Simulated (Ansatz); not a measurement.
Crystal: CuO.

```xyz
6
Lattice="4.1609 0.0000 0.0000 0.0000 4.1609 0.0000 0.0000 0.0000 3.8876" Properties=species:S:1:pos:R:3 pbc="T T T"
Cu    2.0805    0.0000    1.9438
Cu    0.0000    2.0805    1.9438
Cu    0.0000    0.0000    0.0000
O     0.0000    0.0000    1.9438
O     2.0805    0.0000    0.0000
O     0.0000    2.0805    0.0000
```

Measurements of this composition are mostly on another form, of space group No. 15.

- Program: Ansatz 0.2.0
- Task: relaxation of cell and atoms
- Functional: RPBE
- Potentials or basis: Ansatz PAW
- Cutoff: 420 eV (not typed: the program's choice for these potentials)
- k mesh: 7 × 7 × 7
- Occupations: fermi-dirac, width 0.05 eV
- Spin: no spin polarisation

At the start: volume 11.22 Å³/atom.

Question: How do energy, volume and symmetry change on relaxing?

Answer: It ends after 9 steps and the volume is 12.05 Å³/atom (+7.4 %); space group P4/mmm (No. 123, to 0.05 Å).

Step by step:
| step | energy change (eV) | largest force (eV/Å) | volume (Å³) |
| --- | --- | --- | --- |
| 1 | 0.0000 | 0.0000 | 67.31 |
| 2 | -0.0429 | 0.0000 | 68.86 |
| 3 | -0.0615 | 0.0000 | 70.90 |
| 4 | -0.0646 | 0.0000 | 71.61 |
| 5 | -0.0644 | 0.0000 | 71.67 |
| 6 | -0.0875 | 0.0000 | 71.67 |
| 7 | -0.0869 | 0.0000 | 72.20 |
| 8 | -0.0866 | 0.0000 | 72.29 |
| 9 | -0.0888 | 0.0000 | 72.29 |

Final structure:
```cif
data_structure
_symmetry_space_group_name_H-M 'P 1'
_symmetry_Int_Tables_number 1
_cell_length_a 4.3223
_cell_length_b 4.3223
_cell_length_c 3.8696
_cell_angle_alpha 90.000
_cell_angle_beta 90.000
_cell_angle_gamma 90.000
_cell_volume 72.29
loop_
_atom_site_label
_atom_site_type_symbol
_atom_site_fract_x
_atom_site_fract_y
_atom_site_fract_z
_atom_site_occupancy
Cu1 Cu 0.50000 0.00000 0.50000 1
Cu2 Cu 0.00000 0.50000 0.50000 1
Cu3 Cu 0.00000 0.00000 0.00000 1
O1 O 0.00000 0.00000 0.50000 1
O2 O 0.50000 0.00000 0.00000 1
O3 O 0.00000 0.50000 0.00000 1
```

Caveat: the plane-wave basis is chosen anew once the cell has moved, so the energies of steps on either side of that aren't comparable; the pressure holds a Pulay correction of +0.5 GPa for the finite cutoff; an odd number of electrons without spin polarisation forces a metal; a magnetic or distorted state may lie lower; the run has no spin polarisation, though such a crystal can be magnetic; the PAW data sets come from PBE, with cores solved anew for the run's functional, which leaves a small shift of forces and pressure.
